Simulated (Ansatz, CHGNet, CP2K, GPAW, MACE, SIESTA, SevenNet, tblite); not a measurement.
# 1T-ZrSe2/h-AlN heterobilayer (77 atoms) in GPAW

Wanted: GPAW inputs and outputs for 1T-ZrSe2/h-AlN heterobilayer (77 atoms), checked against a plane-wave reference.

Calculated with GPAW 26.7.0; the method is named at each step.

## 1. Set-up

The cell holds 77 atoms: 13 Zr, 26 Se, 19 Al and 19 N. Its edges and angles: a = 13.618 Å, b = 13.618 Å, c = 22.410 Å, α = 90.0°, β = 90.0°, γ = 120.0°. 13 cells of 1T-ZrSe2 (a = 3.77 Å, strained +0.19 %) and 19 cells of h-AlN (a = 3.13 Å, -0.19 %) on one hexagonal cell, twist 9.52 deg; facing planes 3.23 Å apart; 16 Å of vacuum; displaced by a Gaussian of 0.01 Å. Then every atom was moved at random, 0.05 Å r.m.s. a Cartesian component. Regions: layer 1, 39 atoms (13 Zr and 26 Se); layer 2, 38 atoms (19 Al and 19 N). Vacuum lies along c.

The yardstick, on the same geometry:

```
method                                           : Kohn-Sham DFT, PBE, PAW, plane waves (Ansatz 0.2.0); cutoff 420 eV, Γ point, fermi-dirac smearing of 0.05 eV; PAW set soft_2
r.m.s. force component                           : 1.339 eV/Å
longest force                                    : 7.158 eV/Å
gap (highest filled to lowest empty level) : 0.5804 eV
SCF cycles                                       : 12
time                                             : 66 s on 4 threads of Arm Neoverse V1, shared host
CPU time                                         : 4.3 min
```

## 2. PBE, LCAO dzp, h 0.18 Å

Method: Kohn-Sham DFT, PBE, PAW, atomic orbitals (dzp).

run.py reads:

```python
import numpy as np
from ase.io import read
from gpaw import GPAW, FermiDirac

atoms = read("structure.xyz")
atoms.calc = GPAW(
    mode="lcao",
    basis="dzp",
    h=0.18,
    xc="PBE",
    kpts={"size": (1, 1, 1), "gamma": True},
    occupations=FermiDirac(0.05),
    maxiter=200,
    symmetry={"point_group": False},
    txt="gpaw.txt",
)
energy = atoms.get_potential_energy(force_consistent=True)
forces = atoms.get_forces()
print(f"energy {energy:.6f} eV")
print("forces (eV/A)")
for i, (a, f) in enumerate(zip(atoms, forces)):
    print(f"{i:4d} {a.symbol:2s} {f[0]:10.5f} {f[1]:10.5f} {f[2]:10.5f}")
print(f"Fermi level {atoms.calc.get_fermi_level():.4f} eV")
for k in range(len(atoms.calc.get_ibz_k_points())):
    for s in range(atoms.calc.get_number_of_spins()):
        e = atoms.calc.get_eigenvalues(kpt=k, spin=s)
        n = np.searchsorted(e, atoms.calc.get_fermi_level())
        print(f"k {k} spin {s} levels about the Fermi level:", np.round(e[max(n - 6, 0):n], 4).tolist(), "|", np.round(e[n:n + 6], 4).tolist())
```

structure.xyz reads:

```xyz
77
Lattice="13.61810 0.00000 0.00000 -6.80905 11.79362 0.00000 0.00000 0.00000 22.41000" Properties=species:S:1:pos:R:3 pbc="T T T"
Zr -4.21814 9.18239 9.58677
Se -2.67909 10.59279 11.15413
Se -2.13716 8.46275 7.93717
Zr -1.53857 6.33317 9.63294
Se -0.01661 7.82460 11.14853
Se 0.51510 5.71318 8.05281
Zr -0.51973 9.99427 9.57288
Se 1.10259 11.40761 11.12813
Se 1.61797 9.37829 8.02121
Zr 6.79005 11.74609 9.64280
Se 1.56499 1.53600 11.11738
Se -4.74958 11.17493 7.87577
Zr 1.16217 3.63975 9.62016
Se 2.54767 5.15829 11.15973
Se 3.04712 3.02400 7.94793
Zr 2.03509 7.15071 9.62330
Se 3.71951 8.76903 11.17654
Se 4.24013 6.63934 8.02278
Zr 3.13822 10.90591 9.64190
Se 11.56953 0.55359 11.21240
Se 5.24998 10.21434 8.04721
Zr 3.67369 0.92096 9.57691
Se 5.22506 2.49777 11.18438
Se 5.80090 0.31607 8.00530
Zr 4.74659 4.43204 9.60941
Se 6.32942 6.05107 11.24422
Se 6.79707 3.89402 7.99006
Zr 5.74289 8.14727 9.59753
Se 7.29488 9.71877 11.20433
Se 7.79003 7.48576 8.07007
Zr 7.29447 1.72694 9.56817
Se 8.86375 3.30717 11.25565
Se 9.44456 1.23503 8.01987
Zr 8.42000 5.45750 9.63115
Se -3.68635 6.98548 11.24623
Se 10.48995 4.81050 8.05079
Zr 11.03693 2.71159 9.52806
Se -1.00175 4.22259 11.13575
Se -0.47622 2.18866 8.07993
Al 4.36167 9.21306 14.46140
N 5.05626 7.61278 14.40672
Al 6.51197 4.24393 14.43495
N 7.27969 2.70923 14.41859
Al 6.89641 7.29943 14.38789
N 7.58065 5.85247 14.45647
Al 7.17259 10.49738 14.39462
N 7.88522 8.88496 14.32514
Al 1.87977 11.18943 14.35248
N 2.52772 9.47771 14.39887
Al 9.01559 2.46227 14.39574
N 9.81375 0.91448 14.43271
Al 9.30940 5.57331 14.32671
N 10.11893 3.95063 14.42823
Al -3.89702 8.63423 14.41254
N -3.15021 6.91212 14.48403
Al 11.50872 0.61858 14.39372
[... 17 atom lines left out ...]
Al 3.99358 6.25097 14.41142
N 4.74237 4.48158 14.44235
Al 6.06863 1.20389 14.48538
N 0.02921 11.33308 14.41971
```

The run is started by

```sh
$ OMP_NUM_THREADS=1 python run.py > output.txt
```

What it wrote:

```text
energy -473.079165 eV
forces (eV/A)
   0 Zr   -0.01865   -0.80967   -0.57343
   1 Se    0.44482    0.26323    0.36029
   2 Se    0.19295    0.07280    0.46097
   3 Zr   -0.80680    0.11979   -0.27244
   4 Se    0.03538    0.52797    0.73494
   5 Se    0.00599    0.24366   -0.79136
   6 Zr   -0.07243   -0.76378   -0.67629
   7 Se   -0.67151    0.35050    1.04107
   8 Se   -0.31025   -0.02094   -0.09384
   9 Zr   -0.08782    0.21246   -0.76476
  10 Se    0.39991   -0.27113    0.78297
  11 Se    0.15091    0.17542    0.56441
  12 Zr   -0.92624   -0.39298   -0.22339
  13 Se    0.77639   -0.03980    1.08142
  14 Se    0.79460   -0.16542   -0.23221
  15 Zr    0.88061    0.94084   -0.65321
  16 Se   -0.47829   -0.13967    0.37543
  17 Se   -0.41294   -0.17380   -0.10497
  18 Zr    0.62730   -0.63455   -0.62677
  19 Se   -0.17590    0.38072    0.29820
  20 Se   -0.05983    0.59922   -0.54560
  21 Zr   -0.48242   -0.13924   -0.36806
  22 Se    0.08406   -0.91919    0.48982
  23 Se   -0.49107   -0.27100   -0.54197
[...]
69 Al   -0.32918   -0.07766   -0.64941
  70 N    -0.45256    1.26702    0.35794
  71 Al   -0.11747    0.73274   -0.09549
  72 N    -5.76638    0.00710    0.06419
  73 Al    0.27435   -3.22419    0.07494
  74 N    -1.27911    1.14465    0.03809
  75 Al    6.34404    0.27584    0.02450
  76 N     1.00317    1.52070    0.22541
Fermi level -0.5969 eV
k 0 spin 0 levels about the Fermi level: [-1.3314, -1.2351, -1.2116, -1.0759, -1.0389, -0.8623] | [-0.3072, -0.2518, -0.2197, -0.1891, -0.1536, -0.1331]
```

gpaw.txt:

```text
Input parameters:
  mode=LCAO(),
  basis={'default': 'dzp'},
  h=0.18,
  kpts=MonkhorstPack(size=(1, 1, 1), gamma=True),
  maxiter=200,
  occupations=Occupations(name='fermi-dirac', width=0.05, fixmagmom=False),
  symmetry=Symmetry(point_group=False),
  xc=XC(name='PBE')
Unit cell  # Å
| periodic |         x |         y |         z |   lengths |     angles |
|----------|-----------|-----------|-----------|-----------|------------|
|      yes | 13.618100 |  0.000000 |  0.000000 | 13.618100 |  90.000000 |
|      yes | -6.809050 | 11.793620 |  0.000000 | 13.618100 |  90.000000 |
|      yes |  0.000000 |  0.000000 | 22.410000 | 22.410000 | 120.000001 |
Number of symmetries: 1
Symmetry operations  # r_c * U_cc + t_c -> r_c
|   | kind |            matrix            |
|---|------|------------------------------|
| 0 |  E   |  1, 0, 0,  0, 1, 0,  0, 0, 1 |
BZ-sampling:
  Number of BZ points: 1
  Number of IBZ points: 1
  Monkhorst-Pack size: [1, 1, 1]
[... lines left out ...]
  Fermi-Dirac:
[... lines left out ...]
    Stencil: 8*3+1=25 point O(h^6) finite-difference Laplacian
xc functional:
  name: PBE with 2 nearest neighbor stencil
interpolation: tri-quintic # 5. degree polynomial
Initialization done in: 18.455 s
convergence criteria:
- Maximum [total energy] change in last 3 cyles: 0.0005 eV / valence electron
- Maximum integral of absolute [dens]ity change: 0.0001 electrons / valence electron
- Maximum integral of absolute [eigenst]ate change: 4e-08 eV^2 / valence electron
maximum number of iterations: 200
SCF iterations
|iter     |      energy | eigst |  dens |
|---------|-------------|-------|-------|
|iter:   1| -520.451812 |      c|       |
|iter:   2| -506.960282 |      c| -0.87 |
|iter:   3| -473.299467 |      c| -0.92 |
|iter:   4| -474.420628 |      c| -1.46 |
|iter:   5| -473.825335 |      c| -1.60 |
|iter:   6| -473.426458 |      c| -1.69 |
|iter:   7| -473.103957 |      c| -1.92 |
|iter:   8| -473.089738 |      c| -2.52 |
|iter:   9| -473.076054c|      c| -2.78 |
|iter:  10| -473.076405c|      c| -3.20 |
|iter:  11| -473.075587c|      c| -3.53 |
|iter:  12| -473.075587c|      c| -3.79 |
|iter:  13| -473.075565c|      c| -4.16c|
Converged in 13 steps
SCF loop duration: 248.106 s (19.085 s/step)
Energy contributions relative to reference atoms: (reference = -3144926.012066)
Energy contributions:
  Kinetic:         809.614424
  Coulomb:        -779.081673
  Zero:              9.404041
  External:          0.000000
  Xc:             -513.008757
  Entropy:          -0.007200
  Spinorbit:         0.000000
  ----------------------------
  Free energy:    -473.079165
  Extrapolated:   -473.075565
dipole moment: (11.016887, 49.556792, 0.260521)  # |e|*Ang
Fermi level: -0.597
Eigenvalues  # (at kpt = [0.000, 0.000, 0.000])
| band index |      eig [eV] | occ [0-2] |
|------------|---------------|-----------|
|          0 |       -50.805 |     2.000 |
|        ... |               |           |
|        224 |        -1.429 |     2.000 |
|        225 |        -1.379 |     2.000 |
[...]
|        239 |        -0.043 |     0.000 |
|        ... |               |           |
|        282 |         3.037 |     0.000 |
Gap: 0.555 eV
Transition (v -> c):
  (s=0, k=0, n=231, [0.00, 0.00, 0.00]) -> (s=0, k=0, n=232, [0.00, 0.00, 0.00])
No difference between direct/indirect transitions
Force computation time: 44.850  # s
timing:  # [seconds]
  Total:  311.447  # ━━━━━━━━━━━━━━━━━━━━━━━━━━━━━━━━━━━━━━━━━━━━━━━━━━━━━━━━
  Init:    18.455  # ━━━╸
  SCF:    248.106  # ━━━━━━━━━━━━━━━━━━━━━━━━━━━━━━━━━━━━━━━━━━━━╸
  Forces:  44.851  # ━━━━━━━━
```

Wall time 5.2 min (1 thread of Arm Neoverse V1, shared host); peak memory 2.5 GiB.

Banners, paths, timers and routine set-up lines are dropped from the logs unmarked, and long logs keep their key lines alone; longer cuts are marked.

Against the reference:

* r.m.s. force component: 1.409 eV/Å
* r.m.s. difference of force components: 99.06 meV/Å
* longest difference of force vectors: 365.6 meV/Å
* force difference over r.m.s. force: 7.396 %
* slope of forces against the reference's: 1.05
* correlation of force components: 0.9987
* gap (highest filled to lowest empty level): 0.5551 eV
* gap difference: -0.0253 eV

Length of the force difference by element (eV/Å):

```tsv
element	atoms	mean	most
Al	19	0.15	0.35
N	19	0.16	0.37
Se	26	0.19	0.27
Zr	13	0.037	0.060
```

Levels nearest the highest filled one (eV from it): -0.47, -0.37, -0.35, -0.21, -0.18, 0.00, 0.56, 0.61, 0.64, 0.67, 0.71, 0.73.

Local excerpt of 10 atoms (numbers count through the whole input) about Al44, which bears the longest force; x, y, z are measured from there.

```tsv
atom	x	y	z	distance (Å)	bonds	Fx	Fy	Fz (eV/Å)
Al44	0.00	0.00	0.00	0.00	3	-3.23	6.77	-0.32
N45	0.68	-1.45	0.07	1.60	3	0.88	-6.82	0.30
N41	-1.84	0.31	0.02	1.87	3	2.15	0.11	0.15
N47	0.99	1.59	-0.06	1.87	3	0.99	-1.49	0.20
Al52	2.41	-1.73	-0.06	2.97	3	1.61	-1.17	0.36
Al42	-0.38	-3.06	0.05	3.08	3	-0.02	2.97	-0.01
Al74	-2.90	-1.05	0.02	3.09	3	0.27	-3.22	0.07
Al54	2.82	1.33	0.02	3.12	3	-0.45	-1.24	-0.03
Al40	-2.53	1.91	0.07	3.18	3	-0.95	1.93	-0.29
Al46	0.28	3.20	0.01	3.21	3	1.35	2.01	-0.06
```

Atoms are counted from 1 here, from 0 in the log.

Forces lie 7.4 % from the reference's, at 1.2 times its CPU time (on 1 against 4 cores).

## 3. PBE, LCAO szp(dzp), h 0.18 Å

Method: Kohn-Sham DFT, PBE, PAW, atomic orbitals (szp(dzp)).

run.py: that of step 2 with these lines changed.

```diff
@@ -7,3 +7,3 @@
     mode="lcao",
-    basis="dzp",
+    basis="szp(dzp)",
     h=0.18,
```

structure.xyz is that of step 2.

What it wrote:

```text
energy -464.120297 eV
forces (eV/A)
   0 Zr   -0.02297   -0.86679   -0.58288
   1 Se    0.46575    0.28290    0.45683
   2 Se    0.20273    0.07549    0.45383
   3 Zr   -0.88486    0.15429   -0.24643
   4 Se    0.03066    0.56633    0.81465
   5 Se    0.00121    0.20807   -0.88653
[...]
74 N    -1.25077    1.12987    0.02411
  75 Al    6.33042    0.27363    0.02119
  76 N     0.97159    1.50341    0.21280
Fermi level -0.7185 eV
k 0 spin 0 levels about the Fermi level: [-1.4272, -1.3426, -1.2939, -1.2316, -1.1928, -0.9618] | [-0.4469, -0.3961, -0.3607, -0.3328, -0.322, -0.2727]
```

gpaw.txt:

```text
Input parameters:
  mode=LCAO(),
  basis={'default': 'szp(dzp)'},
  h=0.18,
  kpts=MonkhorstPack(size=(1, 1, 1), gamma=True),
  maxiter=200,
  occupations=Occupations(name='fermi-dirac', width=0.05, fixmagmom=False),
[... lines left out ...]
  Fermi-Dirac:
[... lines left out ...]
convergence criteria:
- Maximum [total energy] change in last 3 cyles: 0.0005 eV / valence electron
[... lines left out ...]
Converged in 15 steps
[... lines left out ...]
  Free energy:    -464.120297
[... lines left out ...]
Fermi level: -0.718
[... lines left out ...]
|        ... |               |           |
|        282 |         3.017 |     0.000 |
Gap: 0.515 eV
Transition (v -> c):
  (s=0, k=0, n=231, [0.00, 0.00, 0.00]) -> (s=0, k=0, n=232, [0.00, 0.00, 0.00])
No difference between direct/indirect transitions
Force computation time: 28.271  # s
timing:  # [seconds]
  Total:  241.701  # ━━━━━━━━━━━━━━━━━━━━━━━━━━━━━━━━━━━━━━━━━━━━━━━━━━━━━━━━
  Init:    16.355  # ━━━━
  SCF:    197.044  # ━━━━━━━━━━━━━━━━━━━━━━━━━━━━━━━━━━━━━━━━━━━━━╸
  Forces:  28.271  # ━━━━━━╸
```

The job ended after 4.1 min (1 thread; peak memory 2.4 GiB).

Numbers from this run, and their distance from the reference:

- r.m.s. force component: 1.412 eV/Å
- r.m.s. difference of force components: 118.2 meV/Å
- longest difference of force vectors: 383.9 meV/Å
- force difference over r.m.s. force: 8.825 %
- slope of forces against the reference's: 1.052
- correlation of force components: 0.9977
- gap (highest filled to lowest empty level): 0.5149 eV
- gap difference: -0.0655 eV

This is a coarse setting, run to see what it loses.

Against the first run (7.4 %), the force difference from the reference is 8.8 %, at 0.78 times the CPU time, with 784 basis functions against 1209: the smaller basis costs accuracy.

## 4. LDA, LCAO dzp, h 0.18 Å

Method: Kohn-Sham DFT, LDA, PAW, atomic orbitals (dzp).

run.py: that of step 3 with these lines changed.

```diff
@@ -7,5 +7,5 @@
     mode="lcao",
-    basis="szp(dzp)",
+    basis="dzp",
     h=0.18,
-    xc="PBE",
+    xc="LDA",
     kpts={"size": (1, 1, 1), "gamma": True},
```

structure.xyz is that of step 3.

What it wrote:

```text
energy -524.368166 eV
forces (eV/A)
   0 Zr    0.00407   -0.71864   -0.52945
   1 Se    0.39332    0.24756   -0.03745
   2 Se    0.19158    0.08943    0.98668
   3 Zr   -0.71944    0.08020   -0.23319
   4 Se    0.03319    0.47622    0.32604
   5 Se    0.02767    0.24994   -0.18014
   6 Zr   -0.02894   -0.71480   -0.65756
   7 Se   -0.63086    0.32324    0.60030
   8 Se   -0.31497    0.01162    0.45121
   9 Zr   -0.12037    0.18203   -0.66483
  10 Se    0.39757   -0.23665    0.37545
  11 Se    0.15993    0.14102    1.11267
  12 Zr   -0.86698   -0.40037   -0.20712
  13 Se    0.68322   -0.02235    0.62592
  14 Se    0.73065   -0.16122    0.36262
  15 Zr    0.80430    0.81951   -0.59595
  16 Se   -0.43352   -0.11216    0.00871
  17 Se   -0.37629   -0.14435    0.43333
  18 Zr    0.56871   -0.63064   -0.55777
  19 Se   -0.14386    0.32423   -0.08897
  20 Se   -0.03897    0.56502    0.02754
  21 Zr   -0.47874   -0.13456   -0.32185
  22 Se    0.05608   -0.84082    0.07513
  23 Se   -0.44926   -0.24500    0.07273
[...]
69 Al   -0.34679   -0.06826   -0.79787
  70 N    -0.40770    1.25167    0.30964
  71 Al   -0.07593    0.73782   -0.20277
  72 N    -5.58100   -0.03536    0.14300
  73 Al    0.25811   -3.11581   -0.00283
  74 N    -1.21338    1.09660   -0.02266
  75 Al    6.12805    0.27078   -0.15313
  76 N     0.93243    1.46490    0.16915
Fermi level -0.8928 eV
k 0 spin 0 levels about the Fermi level: [-1.6306, -1.5297, -1.5122, -1.32, -1.281, -1.1635] | [-0.6015, -0.5481, -0.5157, -0.4853, -0.4509, -0.429]
```

gpaw.txt:

```text
Input parameters:
  mode=LCAO(),
  basis={'default': 'dzp'},
  h=0.18,
  kpts=MonkhorstPack(size=(1, 1, 1), gamma=True),
  maxiter=200,
  occupations=Occupations(name='fermi-dirac', width=0.05, fixmagmom=False),
  symmetry=Symmetry(point_group=False),
  xc=XC(name='LDA')
Unit cell  # Å
| periodic |         x |         y |         z |   lengths |     angles |
[... lines left out ...]
  Fermi-Dirac:
[... lines left out ...]
convergence criteria:
- Maximum [total energy] change in last 3 cyles: 0.0005 eV / valence electron
[... lines left out ...]
Converged in 13 steps
[... lines left out ...]
  Free energy:    -524.368166
  Extrapolated:   -524.364549
dipole moment: (11.025203, 49.699205, 0.265678)  # |e|*Ang
Fermi level: -0.893
Eigenvalues  # (at kpt = [0.000, 0.000, 0.000])
| band index |      eig [eV] | occ [0-2] |
|------------|---------------|-----------|
|          0 |       -50.875 |     2.000 |
|        ... |               |           |
|        224 |        -1.726 |     2.000 |
|        225 |        -1.679 |     2.000 |
[...]
|        239 |        -0.340 |     0.000 |
|        ... |               |           |
|        282 |         2.763 |     0.000 |
Gap: 0.562 eV
Transition (v -> c):
  (s=0, k=0, n=231, [0.00, 0.00, 0.00]) -> (s=0, k=0, n=232, [0.00, 0.00, 0.00])
No difference between direct/indirect transitions
Force computation time: 44.588  # s
timing:  # [seconds]
  Total:  285.442  # ━━━━━━━━━━━━━━━━━━━━━━━━━━━━━━━━━━━━━━━━━━━━━━━━━━━━━━━━
  Init:    15.076  # ━━━
  SCF:    225.743  # ━━━━━━━━━━━━━━━━━━━━━━━━━━━━━━━━━━━━━━━━━━━━╸
  Forces:  44.588  # ━━━━━━━━╸
```

Elapsed: 4.8 min, on 1 thread; peak memory 2.5 GiB.

Compared with the plane-wave run:

```
r.m.s. force component                           : 1.358 eV/Å
r.m.s. difference of force components            : 117.1 meV/Å
longest difference of force vectors              : 459.5 meV/Å
force difference over r.m.s. force               : 8.741 %
slope of forces against the reference's          : 1.01
correlation of force components                  : 0.9963
gap (highest filled to lowest empty level) : 0.562 eV
gap difference                                   : -0.0184 eV
```

Against the first run (7.4 %), the force difference from the reference is 8.7 %, at 0.92 times the CPU time; the model has changed, so this is no error of the program alone.

[end of part 1 of 2]

[Also dropped from logs without a mark: logging warnings of Python, and SIESTA's first energy breakdown and zero terms.]

[Logs are printed without paths, hosts, clocks, repeated set-up lines and the standing remarks that a program may print on its own settings, such as how far it seeks lower states.]

[Hosts, paths, dates, database ids (printed as entryN), source tags and the programs' standing remarks are cut or masked in the printed files.]
